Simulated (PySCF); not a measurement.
C3H6O2.
Numbering: `[CH3:1][CH2:2][C:3](=[O:4])[OH:5]` (hydrogens: H6, H7, H8 on C1; H9, H10 on C2; H11 on O5)

Computed geometry: GFN2-xTB, gas phase.

Problem. Give the optimised bond lengths and angles.

Solution. 
| bond | length (pm) |
| --- | --- |
| C1–C2 | 152.2 |
| C2–C3 | 150.7 |
| C3=O4 | 120.0 |
| C3–O5 | 134.3 |
| C1–H6, C1–H7, C1–H8 | 108.7 |
| C2–H9, C2–H10 | 109.2 |
| O5–H11 | 97.0 |

Bonds in one row agree within 1 pm and their mean is given. A selection of angles:
| angle | degrees |
| --- | --- |
| C2–C1–H6 | 110.4 |
| H6–C1–H7 | 109.0 |
| H7–C1–H8 | 107.9 |
| C1–C2–C3 | 112.0 |
| C1–C2–H9 | 111.1 |
| C3–C2–H9 | 107.5 |
| H9–C2–H10 | 107.2 |
| C2–C3–O4 | 126.3 |
| C2–C3–O5 | 111.4 |
| O4–C3–O5 | 122.3 |
| C3–O5–H11 | 110.3 |

Torsions: C1–C2–C3–O4 0° (synperiplanar); H11–O5–C3–C2 180° (antiperiplanar).

Of the pairs four or more bonds apart, O4···H8 is among the closest relative to their van der Waals radii: 2.78 Å, 102 % of the sum of Bondi's values. The 5 heavy atoms lie in one plane (0.001 Å rms). The C–O distances run from 1.200 Å (C3=O4, drawn double) to 1.343 Å (C3–O5, drawn single), a spread of 0.143 Å.

Point group: Cs (tolerance 0.08 Å). Not checked by GFN2-xTB frequencies. One conformer, not necessarily the lowest (C1–C2–C3–O4 0°, C2–C3–O5–H 180°).
